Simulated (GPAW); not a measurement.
# InP (F-43m) in GPAW: notebook, part 2 of 2

GPAW 26.7.0. The steps go on from the part before.

### Step 3. Equation of state, revPBE+D4

The input, run.py:

```python
from ase.calculators.mixing import SumCalculator
from ase.eos import EquationOfState
from ase.io import Trajectory
from ase.spacegroup import crystal
from ase.units import GPa
from dftd4.ase import DFTD4
from gpaw import GPAW, PW

# In 4a
# P 4c
atoms = crystal(['In', 'P'],
                basis=[[0.0, 0.0, 0.0],
                       [0.25, 0.25, 0.25]],
                spacegroup=216, setting=1,  # F-43m
                cellpar=[5.861, 5.861, 5.861, 90.0, 90.0, 90.0],
                primitive_cell=True)

traj = Trajectory('eos.traj', 'w')
volumes, energies = [], []
for x in [0.94, 0.96, 0.98, 1.0, 1.02, 1.04, 1.06]:
    a = atoms.copy()
    a.set_cell(atoms.cell * x**(1 / 3), scale_atoms=True)
    calc = GPAW(mode=PW(600),
                xc='revPBE',
                kpts={'size': (6, 6, 6), 'gamma': True},
                occupations={'name': 'fermi-dirac', 'width': 0.05},
                nbands=18,
                convergence={'density': 1e-05, 'energy': 1e-05},
                maxiter=150,
                txt=f'eos-{x:.2f}.txt')
    a.calc = SumCalculator([calc, DFTD4(method='revpbe')])
    energies.append(a.get_potential_energy())
    volumes.append(a.get_volume())
    p = -a.get_stress()[:3].mean() / GPa
    calc.write(f'eos-{x:.2f}.gpw')
    traj.write(a)
    print(f'{x:.2f} {volumes[-1]:10.4f} A^3 {energies[-1]:14.6f} eV {p:9.3f} GPa', flush=True)

v0, e0, B = EquationOfState(volumes, energies, eos='birchmurnaghan').fit()
print(f'V0 = {v0:.4f} A^3, E0 = {e0:.6f} eV, B0 = {B / GPa:.2f} GPa')
```

Potentials or basis: the program's PAW data sets (release 1.2.1) made for this functional, pw.

Command:

```
$ OMP_NUM_THREADS=1 python run.py
```

Wall time 74 s (1 thread of Arm Neoverse V1, shared host); peak memory 0.22 GiB.

It converged, with:

- Equilibrium volume: 25.36 Å³/atom
- Bulk modulus: 66 GPa
- Pressure derivative of the bulk modulus: 4.7

Energy against volume, from the lowest point:
```
volume (Å³/atom)  energy (meV/atom)
          23.657              26.65
          24.160              12.58
          24.663               3.88
          25.167               0.00
          25.670               0.44
          26.173               4.70
          26.677              12.38
```

### Step 4. Equation of state, BLYP+D3(BJ)

run.py: that of step 3 with these lines changed.

```diff
@@ -5,4 +5,6 @@
 from ase.units import GPa
-from dftd4.ase import DFTD4
-from gpaw import GPAW, PW
+from dftd3.ase import DFTD3
+from gpaw import GPAW, PW, setup_paths
+
+setup_paths.insert(0, '.')
 
@@ -23,3 +25,3 @@
     calc = GPAW(mode=PW(600),
-                xc='revPBE',
+                xc='BLYP',
                 kpts={'size': (6, 6, 6), 'gamma': True},
@@ -28,5 +30,6 @@
                 convergence={'density': 1e-05, 'energy': 1e-05},
+                eigensolver='davidson',
                 maxiter=150,
                 txt=f'eos-{x:.2f}.txt')
-    a.calc = SumCalculator([calc, DFTD4(method='revpbe')])
+    a.calc = SumCalculator([calc, DFTD3(method='blyp', damping='d3bj')])
     energies.append(a.get_potential_energy())
```

Potentials or basis: PAW data sets generated in the run's folder for this functional, pw.

Command:

```
$ gpaw-setup -f BLYP In P
$ OMP_NUM_THREADS=1 python run.py
```

Output:

```text
__  _  _
 | _ |_)|_||  |
 |__||  | ||/\| - 26.7.0

Input parameters:
  mode=PW(ecut=600.0),
  convergence={'density': 1e-05, 'energy': 1e-05},
  eigensolver=Davidson(niter=2),
  kpts=MonkhorstPack(size=(6, 6, 6), gamma=True),
  maxiter=150,
  nbands=18,
  occupations=Occupations(name='fermi-dirac', width=0.05),
  xc=XC(name='BLYP')

Diagonalizing LCAO Hamiltonian
Converting LCAO to pw mode

           P

       In

Atoms  # Å, Bohr magnetons
|   | symbol |        x |        y |        z |    initial magnetic moments |
|---|--------|----------|----------|----------|-----------------------------|
| 0 |     In | 0.000000 | 0.000000 | 0.000000 | ( 0.0000,  0.0000,  0.0000) |
[... 172 lines left out ...]
|iter:   1| |   -7.489867 | -0.18 |       |
|iter:   2| |   -7.398634 | -1.92 | -1.08 |
|iter:   3| |   -7.048099 | -1.66 | -1.12 |
|iter:   4| |   -7.045857 | -3.09 | -1.75 |
|iter:   5| |   -7.046299 | -3.78 | -2.17 |
|iter:   6| |   -7.046400 | -4.45 | -2.84 |
|iter:   7| |   -7.046409c| -5.39 | -3.53 |
|iter:   8| |   -7.046410c| -6.16 | -4.34 |
|iter:   9| |   -7.046410c| -6.87 | -5.02c|
|iter:  10| |   -7.046410c| -7.76c| -5.41c|

Converged in 10 steps
Energy contributions relative to reference atoms: (reference = -169299.769639)

Energy contributions:
  Kinetic:          32.209928
  Coulomb:         -28.510743
  Zero:              0.086807
  External:          0.000000
  Xc:              -10.832401
  Entropy:          -0.000001
  Spinorbit:         0.000000
  ----------------------------
  Free energy:      -7.046411
  Extrapolated:     -7.046410

dipole moment: (-22.175542, -22.175542, -22.175542)  # |e|*Ang

Fermi level: 6.532
Eigenvalues  # (at kpt = [0.000, 0.000, 0.000])
| band index |      eig [eV] | occ [0-2] |
|------------|---------------|-----------|
|          0 |        -8.265 |     2.000 |
|          1 |        -8.265 |     2.000 |
|          2 |        -8.265 |     2.000 |
|          3 |        -8.073 |     2.000 |
|          4 |        -8.073 |     2.000 |
|          5 |        -5.938 |     2.000 |
[... 10 lines left out ...]
|         16 |        17.543 |     0.000 |
|         17 |        17.543 |     0.000 |

Gap: 0.944 eV
Transition (v -> c):
  (s=0, k=0, n=8, [0.00, 0.00, 0.00]) -> (s=0, k=0, n=9, [0.00, 0.00, 0.00])
No difference between direct/indirect transitions

Stress tensor  # eV/Ang^3
|         x |         y |         z |
|-----------|-----------|-----------|
| -0.074731 |  0.000000 | -0.000000 |
|  0.000000 | -0.074731 |  0.000000 |
| -0.000000 |  0.000000 | -0.074731 |

# Writing to eos-0.94.gpw (mode='')
```

Run time: 68 s. Hardware: 1 thread of Arm Neoverse V1, shared host; peak memory 0.22 GiB.

Results:

```
Equilibrium volume                      : 25.66 Å³/atom
Bulk modulus                            : 62 GPa
Pressure derivative of the bulk modulus : 4.8
```

Energy against volume, from the lowest point:
| volume (Å³/atom) | energy (meV/atom) |
| --- | --- |
| 23.657 | 35.69 |
| 24.160 | 19.24 |
| 24.663 | 8.16 |
| 25.167 | 1.92 |
| 25.670 | 0.00 |
| 26.173 | 1.91 |
| 26.677 | 7.24 |

### Step 5. Equation of state, vdW-DF

The input, run.py:

```python
from ase.eos import EquationOfState
from ase.io import Trajectory, read
from ase.units import GPa
from gpaw import GPAW, PW

atoms = read('POSCAR')

traj = Trajectory('eos.traj', 'w')
volumes, energies = [], []
for x in [0.94, 0.96, 0.98, 1.0, 1.02, 1.04, 1.06]:
    a = atoms.copy()
    a.set_cell(atoms.cell * x**(1 / 3), scale_atoms=True)
    calc = GPAW(mode=PW(600),
                xc={'name': 'vdW-DF', 'backend': 'libvdwxc'},
                kpts={'size': (6, 6, 6), 'gamma': True},
                occupations={'name': 'fermi-dirac', 'width': 0.05},
                nbands=18,
                convergence={'density': 1e-05, 'energy': 1e-05},
                maxiter=150,
                txt=f'eos-{x:.2f}.txt')
    a.calc = calc
    energies.append(a.get_potential_energy(force_consistent=True))
    volumes.append(a.get_volume())
    calc.write(f'eos-{x:.2f}.gpw')
    traj.write(a)
    print(f'{x:.2f} {volumes[-1]:10.4f} A^3 {energies[-1]:14.6f} eV', flush=True)

v0, e0, B = EquationOfState(volumes, energies, eos='birchmurnaghan').fit()
print(f'V0 = {v0:.4f} A^3, E0 = {e0:.6f} eV, B0 = {B / GPa:.2f} GPa')
```

The input, POSCAR:

```
InP
1.0
    0.0000000000      2.9305000000      2.9305000000
    2.9305000000      0.0000000000      2.9305000000
    2.9305000000      2.9305000000      0.0000000000
In P
1 1
Direct
    0.0000000000      0.0000000000      0.0000000000
    0.7500000000      0.7500000000      0.7500000000
```

Potentials or basis: GPAW PAW data sets (gpaw-data 1.2.1), pw.

Command:

```
$ OMP_NUM_THREADS=1 python run.py
```

It took 73 s on 1 thread of Arm Neoverse V1, shared host; peak memory 0.29 GiB.

Results (log left out):

```
Equilibrium volume : 27.79 Å³/atom (rough: see the caveat)
Bulk modulus       : 54 GPa (rough)
```

Energy against volume, from the lowest point:
```tsv
volume (Å³/atom)	energy (meV/atom)
23.657	130.28
24.160	94.63
24.663	65.30
25.167	41.70
25.670	23.30
26.173	9.55
26.677	0.00
```

Caveat: the minimum lies outside the volumes run; the PAW data sets were made with another functional, which shifts forces and pressure a little.

### Step 6. Overview

| level | potentials or basis | cutoff (eV) | eigensolver | grid spacing | V0 of scaled cells (Å³/atom) | B0 (GPa) |
| --- | --- | --- | --- | --- | --- | --- |
| PBE | GPAW PAW data sets (gpaw-data 1.2.1), lcao:dzp | - | - | 0.18 Å | 26.56 | 59 |
| revPBE+D4 | the program's PAW data sets (release 1.2.1) made for this functional, pw | 600 | - | - | 25.36 | 66 |
| BLYP+D3(BJ) | PAW data sets generated in the run's folder for this functional, pw | 600 | davidson | - | 25.66 | 62 |
| vdW-DF | GPAW PAW data sets (gpaw-data 1.2.1), pw | 600 | - | - | - | - |

Alike in all rows: task equation of state; no spin polarisation; cell as given; k mesh 6 × 6 × 6; smearing fermi-dirac 0.05 eV.

Caveats: the basis of atomic orbitals isn't converged, which shifts pressures, moduli and gaps (some runs); the minimum lies outside the volumes run (some runs); the PAW data sets were made with another functional, which shifts forces and pressure a little (some runs).

Total energies depend on the potentials used, so only differences within one code and one set of settings carry meaning.

### Step 7. How close it comes

Step 2. A measured bulk modulus of InP is 71 GPa (a printed reference work, data compilation); the calculated 59 GPa misses it by -16.3 %. The fit is for a static lattice scaled at fixed shape and fixed fractional positions.

Step 3. Against the measured bulk modulus of InP, 71 GPa (a printed reference work, data compilation), the calculated 66 GPa is off by -7.2 %. The fit is for a static lattice scaled at fixed shape and fixed fractional positions.

Step 4. Against the measured bulk modulus of InP, 71 GPa (a printed reference work, data compilation), the calculated 62 GPa is off by -12.1 %. The fit is for a static lattice scaled at fixed shape and fixed fractional positions.
